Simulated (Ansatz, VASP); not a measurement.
# One calculation of Mo, two programs

```xyz
1
Lattice="2.5594 0.0000 0.0000 0.0000 2.5594 0.0000 0.0000 0.0000 2.5594" Properties=species:S:1:pos:R:3 pbc="T T T"
Mo    0.0000    0.0000    0.0000
```

Change from the starting cell: volume scaled by 0.95, LAPW.

Alike in both runs: task single point; functional PBE; k mesh 16 × 16 × 16; occupations fermi-dirac, width 0.08 eV; no spin polarisation.

|  | VASP | Ansatz |
| --- | --- | --- |
| version | VASP 6.6.1 | Ansatz 0.2.0 |
| potentials or method | VASP PAW PBE potentials, release 64 (Mo_sv), cutoff 520 eV | all-electron LAPW, scalar-relativistic |

VASP gave:

* pressure (GPa): 11.4

Task: What did Ansatz give for the same quantities?

Result: Pressure (GPa): 10.8.

Ansatz ran all-electron here, so the differences hold the error of VASP's frozen core and of both bases.
